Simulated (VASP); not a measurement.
Method: RPBE GGA, VASP's PBE PAW potentials (set 64) (plane waves; VASP 6.6.1).

VASP input:

**POSCAR**
```
CaF2
1
    0.0000000000     2.8061877874     2.8061877874
    2.8061877874     0.0000000000     2.8061877874
    2.8061877874     2.8061877874    -0.0000000000
Ca F
1 2
Direct
  0.0000000000   0.0000000000   0.0000000000
  0.2500000000   0.2500000000   0.2500000000
  0.7500000000   0.7500000000   0.7500000000
```

**KPOINTS**
```
Automatic mesh
0
Gamma
6 6 6
0 0 0
```

**INCAR**
```
SYSTEM = CaF2
PREC = Accurate
ENCUT = 520
EDIFF = 1E-6
NELM = 100
ALGO = Normal
LREAL = .FALSE.
LASPH = .TRUE.
ISMEAR = 0
SIGMA = 0.05
GGA = RP
LWAVE = .FALSE.
LCHARG = .FALSE.
IBRION = 2
ISIF = 3
NSW = 60
EDIFFG = -0.02
```

POTCAR, in this order: Ca_sv F (PBE.64 set). Program: vasp_std.

The resulting files:

### OSZICAR
```
       N       E                     dE             d eps       ncg     rms          rms(c)
DAV:   1     0.216376280480E+03    0.21638E+03   -0.13752E+04   512   0.151E+03
DAV:   2    -0.871837320526E+01   -0.22509E+03   -0.22201E+03   648   0.391E+02
DAV:   3    -0.175552015966E+02   -0.88368E+01   -0.88318E+01   592   0.866E+01
DAV:   4    -0.178425050957E+02   -0.28730E+00   -0.28724E+00   864   0.121E+01
DAV:   5    -0.178446872175E+02   -0.21821E-02   -0.21821E-02   592   0.108E+00    0.826E+00
DAV:   6    -0.164420338622E+02    0.14027E+01   -0.78120E+00   552   0.193E+01    0.323E+00
DAV:   7    -0.164772732437E+02   -0.35239E-01   -0.20659E-01   704   0.393E+00    0.175E+00
DAV:   8    -0.165277645841E+02   -0.50491E-01   -0.57884E-02   648   0.273E+00    0.218E-01
DAV:   9    -0.165369255003E+02   -0.91609E-02   -0.15093E-02   656   0.986E-01    0.157E-01
DAV:  10    -0.165386031042E+02   -0.16776E-02   -0.28774E-03   576   0.412E-01    0.384E-02
DAV:  11    -0.165386315404E+02   -0.28436E-04   -0.22354E-04   704   0.129E-01    0.169E-02
DAV:  12    -0.165386560980E+02   -0.24558E-04   -0.56509E-05   576   0.696E-02    0.608E-03
DAV:  13    -0.165386567511E+02   -0.65304E-06   -0.10498E-05   704   0.253E-02    0.547E-03
DAV:  14    -0.165386556628E+02    0.10883E-05   -0.20212E-06   528   0.157E-02    0.549E-04
DAV:  15    -0.165386557662E+02   -0.10347E-06   -0.15306E-07   336   0.367E-03
   1 F= -.16538656E+02 E0= -.16538656E+02  d E =-.165387E+02
```

### OUTCAR
```
------------------------ aborting loop because EDIFF is reached ----------------------------------------
  FORCE on cell =-STRESS in cart. coord.  units (eV):
  Direction    XX          YY          ZZ          XY          YZ          ZX
  --------------------------------------------------------------------------------------
  Total        0.0200078      0.0200078      0.0200078      0.0000000      0.0000000     -0.0000000
  in kB        0.7253202      0.7253202      0.7253202      0.0000000      0.0000000     -0.0000000
  external PRESSURE =       0.7253202 kB  Pullay stress =       0.0000000 kB
  volume of cell :       44.20
      direct lattice vectors                 reciprocal lattice vectors
     0.000000000  2.806187787  2.806187787    -0.178177669  0.178177669  0.178177669
     2.806187787  0.000000000  2.806187787     0.178177669 -0.178177669  0.178177669
     2.806187787  2.806187787  0.000000000     0.178177669  0.178177669 -0.178177669
 POSITION                                       TOTAL-FORCE (eV/Angst)
 -----------------------------------------------------------------------------------
      0.00000      0.00000      0.00000        -0.000000      0.000000     -0.000000
      1.40309      1.40309      1.40309        -0.000000     -0.000000     -0.000000
      4.20928      4.20928      4.20928         0.000000      0.000000      0.000000
 -----------------------------------------------------------------------------------
    total drift:                                0.000000     -0.000000      0.000000
  FREE ENERGIE OF THE ION-ELECTRON SYSTEM (eV)
  ---------------------------------------------------
  free  energy   TOTEN  =       -16.5386557662 eV

  energy  without entropy=      -16.5386557662  energy(sigma->0) =      -16.53865577

 reached required accuracy - stopping structural energy minimisation
```
(Selected blocks of OUTCAR.)

### OUTCAR
```
 val. band max:       -1.1737542452   @ k =   0.5000   0.5000   0.0000

 cond. band min:       5.9608353787   @ k =   0.0000   0.0000   0.0000


 Fermi energy:        -0.8323833519

 k-point     1 :       0.0000    0.0000    0.0000
  band No.  band energies     occupation
      1     -37.7899      2.00000
      2     -21.0267      2.00000
      3     -20.3902      2.00000
      4     -18.6626      2.00000
      5     -18.6626      2.00000
      6     -18.6626      2.00000
      7      -3.0131      2.00000
      8      -3.0131      2.00000
      9      -3.0131      2.00000
     10      -1.4115      2.00000
     11      -1.4115      2.00000
     12      -1.4115      2.00000
     13       5.9608      0.00000
     14       7.7265      0.00000
     15       7.7265      0.00000
     16       9.4226      0.00000

 k-point     2 :       0.1667    0.0000    0.0000
  band No.  band energies     occupation
      1     -37.7849      2.00000
      2     -21.0802      2.00000
      3     -20.4471      2.00000
      4     -18.6695      2.00000
      5     -18.6695      2.00000
      6     -18.5599      2.00000
      7      -2.9083      2.00000
      8      -2.9083      2.00000
      9      -2.8369      2.00000
     10      -1.6734      2.00000
     11      -1.5194      2.00000
     12      -1.5194      2.00000
     13       6.5996      0.00000
     14       7.7709      0.00000
     15       7.7709      0.00000
     16       9.2178      0.00000

 k-point     3 :       0.3333    0.0000    0.0000
  band No.  band energies     occupation
      1     -37.7748      2.00000
      2     -21.1357      2.00000
      3     -20.6160      2.00000
      4     -18.6834      2.00000
      5     -18.6834      2.00000
      6     -18.3485      2.00000
      7      -2.6579      2.00000
      8      -2.6579      2.00000
      9      -2.4937      2.00000
     10      -2.1088      2.00000
     11      -1.7678      2.00000
     12      -1.7678      2.00000
     13       7.7372      0.00000
...
```

The compound is CaF2 in the fluorite structure. It was relaxed first, which changed the volume by +9 %. The start is the result of an earlier pass.
